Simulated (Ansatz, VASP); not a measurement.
**Two plane-wave programs on BN**

```
B N
1.0
     2.52333    0.00000    0.00000
    -1.26166    2.18527    0.00000
     0.00000    0.00000    4.17522
B N
2 2
Direct
  0.66667 0.33333 0.99971
  0.33333 0.66667 0.49971
  0.66667 0.33333 0.62529
  0.33333 0.66667 0.12529
```

Alike in both runs: functional LDA; k mesh 12 × 12 × 6; occupations gaussian, width 0.02 eV; no spin polarisation.

Ansatz relaxed the structure, and its values are those at the end. VASP's run is a single point on that final structure, the one shown.

|  | VASP | Ansatz |
| --- | --- | --- |
| version | VASP 6.6.1 | Ansatz 0.2.0 |
| potentials or method | VASP PAW LDA potentials, release 64 (B, N) | scalar-relativistic, plane waves, PAW |
| plane-wave cutoff (eV) | 520 | 520 |
| valence electrons in the cell | 16 | 16 |

```tsv
	VASP	Ansatz	Ansatz less VASP
gap on the k mesh at the Fermi level (eV)	4.91	4.93	+0.026
least direct gap on the mesh (eV)	8.28	8.29	+0.012
pressure (GPa)	0.9	0.0	-0.94
```

A k mesh can miss the band edges. As with any semilocal functional, this LDA gap is likely too small.
